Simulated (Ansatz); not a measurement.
# Be2H3I (built on the sites of a database entry of Sr2H3I): following an unstable mode, part 3 of 3

Which phase does Be2H3I (built on the sites of a database entry of Sr2H3I) fall into along its unstable mode, and how much energy does it gain?

Ansatz 0.2.0; DFT PBEsol, scalar-relativistic, plane waves, PAW.

So far. Step 5 (Energy along the mode, all amplitudes (two of the runs …): The lowest of the steps tried is the last one, at 0.6 Å, 168 meV/atom below the parent; the bottom of the well need not coincide with a step. Step 7 (The new phase in its own primitive cell): The largest force component left is 0.25 meV/Å and the pressure is -0.001 GPa, within the tolerances set. The cell now holds 13.34 Å³/atom.

The structure was built from a prototype and need not be the compound's stable phase.

### 8. Modes of the new phase, k-mesh 6×6×4, occupations fixed

A relaxed structure may still be a saddle point, so its zone-centre modes are computed. The response to a homogeneous field gives the Born charges and the dielectric tensor, and its change with displacement the Raman tensors.

input.yaml

```yaml
crystal:
  lattice:
    - [3.6137010589, -2.0767876877, -0.0022415526]
    - [3.6137010589, 2.0767876877, -0.0022415526]
    - [-3.1151027834, 0.0, 5.3341050166]
  atoms:
    - { symbol: Be, position: [0.4752183775, 0.8030075928, 0.4186716978] }
    - { symbol: Be, position: [0.1969924072, 0.5247816225, 0.5813283022] }
    - { symbol: H, position: [0.2085392332, 0.7914607668, 0.5] }
    - { symbol: H, position: [0.8356792958, 0.4734157255, 0.4332926917] }
    - { symbol: H, position: [0.5265842745, 0.1643207042, 0.5667073083] }
    - { symbol: I, position: [0.1310734685, 0.8689265315, 0.0] }
kpoints:
  mp_grid: { grid: [6, 6, 4] }
hamiltonian:
  xc: pbesol
scf:
  occupations: { method: fixed }
output:
  eigenvalues: true
phonons:
  method: dfpt
  dielectric: true
  rigid_motions: translations
  raman: true
```

Run with:

```bash
$ ansatz run input.yaml --threads 4 --pin off --max-ram 7168MiB --backend cpu --events-out ev --progress --plain --runs-dir out
```

Numbers of over 12 decimals in the logs are rounded to 6 here.

Log:

```text
[...]
Crystal: 6 atoms, lattice volume = 80.035 Å³
Basis set: ecut = 420 eV, 1551 PW (Γ), exchange–correlation on 60×60×90 points (8 copies of the dense FFT grid, shifted against one another)
Bands: 18, of which v1, the nominal top of the filled ones, is band 12 counted from 1 (11 counted from 0)
Symmetry: 2 space group operations
k-points: 76 of 144 (irreducible under 1 space group operation, time reversal used)
[...]
SCF iter   1: F=—  HF=-7660.631089 eV  |F-HF|=—  |Δ(HF+E_count)|=         —  Δρ=7.15e-3  dr2=6.59e-2  ethr=1.77e-3  ⟨swp⟩=6.9  Hψ=7200  notcnv=0  defer=304
[...]
SCF iter   8: F=-7660.603654 eV  HF=-7660.603654 eV  |F-HF|=5.46e-12  |Δ(HF+E_count)|=  1.09e-11  Δρ=2.56e-7  dr2=4.56e-11  ethr=1.00e-12  ⟨swp⟩=14.3  Hψ=10376  notcnv=0
SCF 1 converged in 8 iterations: F = -7660.603654 eV  dr2 = 4.56e-11
[...]
NSCF: frozen V_eff on 3 k-points
DFPT response loops at Γ: preconditioner auto → Resta (q_TF=auto, 2.232 Å⁻¹)  ε∞=4.6 (no band partly filled); β = 1.00, the filter's whole step (`scf.mixing.beta` (0.50) is not read by the response loops at its default; to damp them type it under 1.00, their step now; it binds the ground state too); Broyden in place of MSR1
── the response to a field inside a basis, on 12×12×8 k-points: an SCF that follows is theirs, and a resumed run solves both again ──
Bands: 13, of which v1, the nominal top of the filled ones, is band 12 counted from 1 (11 counted from 0)
k-points: 312 of 1152 (time reversal used)
[...]
Eigensolver: Dense (312 Hₖ)
SCF iter   1: F=—  HF=-7660.602950 eV  |F-HF|=—  |Δ(HF+E_count)|=         —  Δρ=1.30e-4  dr2=2.93e-6  ethr=1.00e-1
[...]
SCF iter   5: F=-7660.602955 eV  HF=-7660.602955 eV  |F-HF|=1.18e-11  |Δ(HF+E_count)|=  3.39e-10  Δρ=1.90e-7  dr2=2.22e-11  ethr=4.69e-12
SCF 1 converged in 5 iterations: F = -7660.602955 eV  dr2 = 2.22e-11
[...]
WARN: field response: ε∞ stands inside a basis, on 12×12×8 points; the force constants stand on the 6×6×4 k-mesh, whose period is 13.88 times the interband length at k = (0.0000, 0.0000, -0.5000), direct gap 2.779 eV, under 14: take them and everything formed from them as unconverged, and compare with a denser kpoints.mp_grid
SCF converged after 8 iterations
Free energy (F): -7660.603654 eV
[...]
Internal energy: -7660.603654 eV  (E = F + TS)
E sigma→0 (E₀):  -7660.603654 eV
Fermi energy:    3.299787 eV
[...]
--- Band table (eV; the first three rows and the last of 76) ---
  k-point 0: bands = [... 8 lower, 0.6419, 0.9518, 2.6416, 2.9588, 7.4895, 7.5076, 9.1090, 9.9039, ... 2 higher]
  k-point 1: bands = [... 8 lower, 0.6653, 0.9101, 2.6123, 3.1184, 7.2518, 7.7469, 7.9590, 9.5163, ... 2 higher]
  k-point 2: bands = [... 8 lower, 0.7965, 1.4112, 2.5837, 3.2998, 6.0788, 7.4092, 8.0110, 9.5386, ... 2 higher]
  k-point 75: bands = [... 8 lower, -0.2406, 0.1339, 1.4471, 2.0923, 6.6333, 6.8596, 8.2958, 11.0714, ... 2 higher]
--- Phonons (Γ-DFPT): 12 representative perturbations + reference, on 76 of 144 k-points (Σ response iterations 37) ---
  k mesh reduced under 1 symmetry operation, with k and −k counted as one. Each operation leaves every solved perturbation unchanged. A smaller set is not considered because the run solves the response to a homogeneous field
  ASR residual: 9.672e-5 → 0.000e0 eV/Å²; symmetrization residual: 2.711e-6 eV/Å²
  ASR residual per site (eV/Å²): 2.73e-5 2.73e-5 4.78e-5 4.32e-5 4.32e-5 9.67e-5
[...]
ε∞ (high-frequency dielectric tensor):
        3.598639     0.000000    -0.105099
        0.000000     3.940666     0.000000
       -0.105099     0.000000     5.087946
  softest optical mode at Γ: -78.69 cm⁻¹; the repairs (sum rule, projections) moved no ω² at Γ by more than (5.55 cm⁻¹)²
  Born effective charges Z* (e; rows j = field, columns β = displacement):
    site 0:
         1.12853   -0.20328   -0.12207
         0.19492    1.21964   -0.22184
        -0.18473   -0.43845    2.00148
    site 1:
         1.12853    0.20328   -0.12207
        -0.19492    1.21964    0.22184
        -0.18473    0.43845    2.00148
    site 2:
        -1.06034    0.00000    0.33648
         0.00000   -0.40319   -0.00000
         0.43120   -0.00000   -0.63842
    site 3:
        -0.44197    0.18833   -0.11373
         0.19450   -0.83370    0.15768
        -0.11575    0.20307   -0.69437
    site 4:
        -0.44197   -0.18833   -0.11373
        -0.19450   -0.83370   -0.15768
        -0.11575   -0.20307   -0.69437
    site 5:
        -0.31278   -0.00000    0.13513
        -0.00000   -0.36869   -0.00000
         0.16976   -0.00000   -1.97579
  Z* charge neutrality: 9.244e-4 e pre-enforcement
  solved inside a basis spanned on kpoints, on 12×12×8 k-points: ε∞ is read to err by 1.3e-2, Z* by 1.8e-2 e (field_mesh: kpoints solves on kpoints); Z* is corrected for what the basis lacks
  Raman tensors (in the event stream and the table raman_tensors.tsv): an entry may err by 8.6e-3 Å², one of the second-order susceptibility by 6.5e-3 pm/V (basis, points and sum rule); their sum over the sites missed zero by 1.849e-4 Å² ahead of its enforcement
  optical modes at Γ without the LO–TO term, one row a degenerate level:
      ω (cm⁻¹)  modes    IR ((D/Å)²/amu)  static Raman (Å⁴/amu)  depolarisation
        -78.69      1             0.0614                 3.0270           0.750
        172.60      1             0.0362                 5.7496           0.318
        329.67      1            12.7624                54.5305           0.750
        418.44      1             4.0420                18.9952           0.750
        434.88      1             0.9095                16.9581           0.744
        445.42      1             1.1652               728.1838           0.166
        476.25      1             3.6798                 6.7052           0.750
        579.06      1             0.0000                85.8574           0.747
        638.27      1            17.9470                17.5007           0.750
        987.80      1             1.1487               858.7525           0.009
       1193.98      1             8.6999               770.4461           0.174
       1298.52      1            10.5190                32.3553           0.750
       1868.70      1            17.8206               105.2563           0.750
       1891.40      1            34.5345               227.5801           0.732
       2025.65      1            40.0186                44.1050           0.750
  optical modes at Γ + LO–TO along q̂ = [1.0000, 0.0000, 0.0000]:
      ω (cm⁻¹)  modes    IR ((D/Å)²/amu)  static Raman (Å⁴/amu)  depolarisation
        -77.76      1             0.0645                 2.8505           0.750
        172.60      1             0.0362                 5.7496           0.318
        334.01      1            12.6774                60.3645           0.750
        425.21      1             3.8605                12.0800           0.750
        434.88      1             0.9095                16.9581           0.744
        445.42      1             1.1652               728.1838           0.166
        477.17      1             3.3219                 6.4265           0.750
        579.06      1             0.0000                85.8574           0.747
        646.56      1            18.1865                21.9060           0.750
        987.80      1             1.1487               858.7525           0.009
       1193.98      1             8.6999               770.4461           0.174
       1313.11      1             9.2623                36.2247           0.750
       1879.28      1            17.2486                75.9323           0.750
       1891.40      1            34.5345               227.5801           0.732
       2085.23      1            42.2290                35.9251           0.750
  optical modes at Γ + LO–TO along q̂ = [0.0000, 1.0000, 0.0000]:
      ω (cm⁻¹)  modes    IR ((D/Å)²/amu)  static Raman (Å⁴/amu)  depolarisation
        -78.69      1             0.0614                 3.0270           0.750
        173.18      1             0.0251                 5.8008           0.371
        329.67      1            12.7624                54.5305           0.750
        418.44      1             4.0420                18.9952           0.750
        437.93      1             0.1407               167.1407           0.260
        456.29      1             1.4934               576.5070           0.144
        476.25      1             3.6798                 6.7052           0.750
        579.06      1             0.0000                85.8504           0.747
        638.27      1            17.9470                17.5007           0.750
        991.06      1             0.7901               927.4879           0.009
[...]
optical modes at Γ + LO–TO along q̂ = [0.0000, 0.0000, 1.0000]:
      ω (cm⁻¹)  modes    IR ((D/Å)²/amu)  static Raman (Å⁴/amu)  depolarisation
[...]
434.88      1             0.9095                16.9581           0.744
        435.44      1             2.5950                31.1656           0.750
        445.42      1             1.1652               728.1838           0.166
        497.69      1             3.6267                 3.2205           0.750
        579.06      1             0.0000                85.8574           0.747
        719.08      1            25.8715                28.0472           0.750
        987.80      1             1.1487               858.7525           0.009
       1193.98      1             8.6999               770.4461           0.174
       1308.99      1            11.1721                28.7030           0.750
       1883.09      1            20.3036                93.5352           0.750
       1891.40      1            34.5345               227.5801           0.732
       2040.24      1            40.3051                52.2482           0.750
```

It took 7.1 min on 4 threads of Arm Neoverse V1, shared host; peak memory 2.6 GiB.

Numbers from this step:

```
sum-rule residual before enforcement                    : 9.67e-5 eV/Å²
miss of the charge sum rule                             : 9.24e-4 e
estimated error of the dielectric tensor                : 0.01308
estimated error of the Born charges                     : 0.01811 e
point group                                             : 2
highest optical mode at the zone centre (no LO-TO term) : 2026 cm⁻¹
lowest optical zone-centre mode                         : -78.69 cm⁻¹
mean high-frequency dielectric constant                 : 4.209
largest Born charge (third of the trace)                : 1.450 e
top of the zone-centre spectrum with the field          : 2085 cm⁻¹
```

Patterns of degenerate modes are one choice out of their space. Modes at Γ, with each element's share of the kinetic energy (negative means imaginary):

| mode | frequency (cm⁻¹) | symmetry | Be % | H % | I % |
| --- | --- | --- | --- | --- | --- |
| 1 | -78.7 | B | 67 | 20 | 14 |
| 2 | 0.0 | acoustic | 12 | 2 | 86 |
| 3 | 0.0 | acoustic | 12 | 2 | 86 |
| 4 | 0.0 | acoustic | 12 | 2 | 86 |
| 5 | 172.6 | A | 73 | 14 | 13 |
| 6 | 329.7 | B | 83 | 4 | 13 |
| 7 | 418.4 | B | 33 | 67 | 1 |
| 8 | 434.9 | A | 80 | 20 | 0 |
| 9 | 445.4 | A | 94 | 5 | 1 |
| 10 | 476.2 | B | 68 | 32 | 0 |
| 11 | 579.1 | A | 9 | 91 | 0 |
| 12 | 638.3 | B | 4 | 95 | 1 |
| 13 | 987.8 | A | 10 | 90 | 0 |
| 14 | 1194.0 | A | 14 | 86 | 0 |
| 15 | 1298.5 | B | 14 | 86 | 0 |
| 16 | 1868.7 | B | 3 | 97 | 0 |
| 17 | 1891.4 | A | 7 | 93 | 0 |
| 18 | 2025.7 | B | 5 | 95 | 0 |

Displacements in mode 1 (-78.7 cm⁻¹), the largest set to 1:
```
Be1  0.79  0.02  0.13
Be2  0.79 -0.02  0.13
H3   0.97  0.00  0.66
H4   1.00  0.02 -0.13
H5   1.00 -0.02 -0.13
I6  -0.14  0.00 -0.02
```

Displacements in mode 15 (1298.5 cm⁻¹), the largest set to 1:
```
Be1 -0.12 -0.14 -0.06
Be2 -0.12  0.14 -0.06
H3   0.08  0.00 -0.09
H4   1.00  0.70  0.77
H5   1.00 -0.70  0.77
I6   0.00  0.00  0.00
```

Optical modes at the zone centre, without and with the macroscopic field of the longitudinal modes; each column is sorted by frequency, so a row need not hold one and the same mode. Modes with and without the field, by row:

| rank among optical modes | no field (cm⁻¹) | q along (1, 0, 0) (cm⁻¹) | q along (0, 1, 0) (cm⁻¹) | q along (0, 0, 1) (cm⁻¹) |
| --- | --- | --- | --- | --- |
| 1 | -78.7 | -77.8 | -78.7 | -78 |
| 2 | 172.6 | 172.6 | 173.2 | 172.6 |
| 3 | 329.7 | 334 | 329.7 | 374.1 |
| 4 | 418.4 | 425.2 | 418.4 | 434.9 |
| 5 | 434.9 | 434.9 | 437.9 | 435.4 |
| 6 | 445.4 | 445.4 | 456.3 | 445.4 |
| 7 | 476.2 | 477.2 | 476.2 | 497.7 |
| 8 | 579.1 | 579.1 | 579.1 | 579.1 |
| 9 | 638.3 | 646.6 | 638.3 | 719.1 |
| 10 | 987.8 | 987.8 | 991.1 | 987.8 |
| 11 | 1194 | 1194 | 1216 | 1194 |
| 12 | 1298 | 1313 | 1298 | 1309 |
| 13 | 1869 | 1879 | 1869 | 1883 |
| 14 | 1891 | 1891 | 1954 | 1891 |
| 15 | 2026 | 2085 | 2026 | 2040 |

Born charge (rows field, columns displacement) (e), principal values of the symmetric part by kind of site:

| atom | atoms with these values | low | middle | high | mean |
| --- | --- | --- | --- | --- | --- |
| Be1 | 2 | 1.05 | 1.16 | 2.14 | 1.45 |
| H3 | 1 | -1.29 | -0.41 | -0.40 | -0.70 |
| H4 | 2 | -1.04 | -0.57 | -0.36 | -0.66 |
| I6 | 1 | -1.99 | -0.37 | -0.30 | -0.89 |

In full for H4:

```
-0.44  0.19 -0.11
 0.19 -0.83  0.16
-0.12  0.20 -0.69
```

High-frequency dielectric tensor:

```
 3.60  0.00 -0.11
 0.00  3.94  0.00
-0.11  0.00  5.09
```

Transverse modes; imaginary modes are left out. Infrared lines, with heights relative to the strongest:

| position (cm⁻¹) | label | relative intensity |
| --- | --- | --- |
| 173 | A | 0.1 |
| 330 | B | 32 |
| 418 | B | 10 |
| 435 | A | 2.3 |
| 445 | A | 2.9 |
| 476 | B | 9.2 |
| 579 | A | 0.0 |
| 638 | B | 45 |
| 988 | A | 2.9 |
| 1194 | A | 22 |
| 1298 | B | 26 |
| 1869 | B | 45 |
| 1891 | A | 86 |
| 2026 | B | 100 |

Activity x (w_L - w)^4 (n + 1)/w, 532 nm, 300 K; imaginary modes are left out; modes without the macroscopic field alone. Raman lines, with heights relative to the strongest:

| position (cm⁻¹) | label | relative intensity |
| --- | --- | --- |
| 173 | A | 3.4 |
| 330 | B | 12 |
| 418 | B | 2.9 |
| 435 | A | 2.4 |
| 445 | A | 100 |
| 476 | B | 0.8 |
| 579 | A | 8.3 |
| 638 | B | 1.5 |
| 988 | A | 42 |
| 1194 | A | 30 |
| 1298 | B | 1.1 |
| 1869 | B | 2.2 |
| 1891 | A | 4.7 |
| 2026 | B | 0.8 |

Before it was imposed, the acoustic sum rule was missed by 9.7e-5 eV/Å² and the charge sum rule by 9.2e-4 e. Small misses are needed for a sound result but don't prove that mesh and cutoff are converged. The lowest optical mode is imaginary, 78.7i cm⁻¹, so the energy falls along it.

The log warns of the k mesh: “the force constants stand on the 6×6×4 k-mesh, whose period is 13.88 times the interband length at k = (0.0000, 0.0000, -0.5000), direct gap 2.779 eV, under 14: take them and everything formed from them as unconverged”.

### 9. Outcome

- unstable mode of the parent: q = (0, 0, 0), 1040i cm⁻¹
- depth at the lowest point sampled: 168 meV/atom
- largest atomic shift at that point: 0.6 Å
- space group reached (within 0.01 Å): C2
- energy gained over the parent (first relaxation, on the mesh of the frozen mode): 611 meV/atom
- volume per atom, phase reached: 13.3 Å³
- gap on the k-mesh, phase reached: 2.78 eV
- lowest optical zone-centre mode, phase reached: -78.7 cm⁻¹
- highest optical mode at the zone centre (no LO-TO term), phase reached: 2026 cm⁻¹

Along this mode the structure falls into C2, 611 meV/atom below the parent. At the parent's cell the well is 167.6 meV/atom deep on the steps tried, with its lowest point at a shift of 0.6 Å. That is the last step tried, so the steps alone don't bracket the bottom of the well. Relaxing atoms and cell changes the gain by +443.05 meV/atom against the lowest step (energies at zero smearing). Most of the total comes from this relaxation. The new phase still has an imaginary mode at the zone centre of its cell, so it is a saddle point on the way to a lower structure. Of the 3 patterns followed to their end from this parent, this one ends 25.2 meV/atom above the lowest, C2. Each path keeps the symmetry of its pattern, so a lower phase may lie along a pattern not tried. With the field response the log warns that the k mesh is coarse for the force constants too, so the frequencies may not be converged. With no gap, or one that is small against the smearing, the frequencies hang on the k mesh and the smearing, most of all near Kohn anomalies. Spin-orbit coupling is left out, which can matter for the heavy elements here. The starting cell was built on a prototype and not taken from a measurement, so the phase need not exist.

[Logs are printed without paths, hosts, clocks, repeated set-up lines and the standing remarks that a program may print on its own settings, such as how far it seeks lower states.]

[Hosts, paths, dates, database ids (printed as entryN), source tags and the programs' standing remarks are cut or masked in the printed files.]
